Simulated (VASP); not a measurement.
# Sb: equation of state with r2SCAN

Crystal: Sb.

```
Sb
1.0
     2.17246    1.25427    3.86524
    -2.17246    1.25427    3.86524
     0.00000   -2.50854    3.86524
Sb
2
Cartesian
  0.0000 0.0000 8.9106
  0.0000 0.0000 2.6851
```

* Program: VASP 6.6.1
* Task: equation of state
* Functional: r2SCAN
* Potentials or basis: VASP PAW PBE potentials, release 64 (Sb)
* Cutoff: 520 eV
* k mesh: 8 × 8 × 8
* Occupations: fermi-dirac, width 0.05 eV
* Spin: no spin polarisation
* Ladder: gaps
* Further INCAR settings: ALGO = Normal; EDIFF = 1e-06

```yaml
Equilibrium_volume: 31.59 Å³/atom
Bulk_modulus_at_fixed_shape_and_positions: 54 GPa
Pressure_derivative_of_the_bulk_modulus: "4.7 (rough: it moves with the points fitted)"
```

Energy against volume, from the lowest point:
```
volume (Å³/atom)  energy (meV/atom)
          30.333               9.14
          30.965               2.18
          31.597               0.00
          32.229               2.05
          32.860               7.90
```

All runs of the series together: 5.2 min on 1 thread of Intel(R) Xeon(R) 6975P-C (Granite Rapids), with other jobs on the host.

Caveat: the cell was scaled at fixed shape and fractional positions, which overstates the stiffness of a crystal with free parameters, most of all of layers and chains; the PAW data sets were made with another functional, which shifts forces and pressure a little. The run has no spin-orbit coupling, so splittings on Sb are missing.
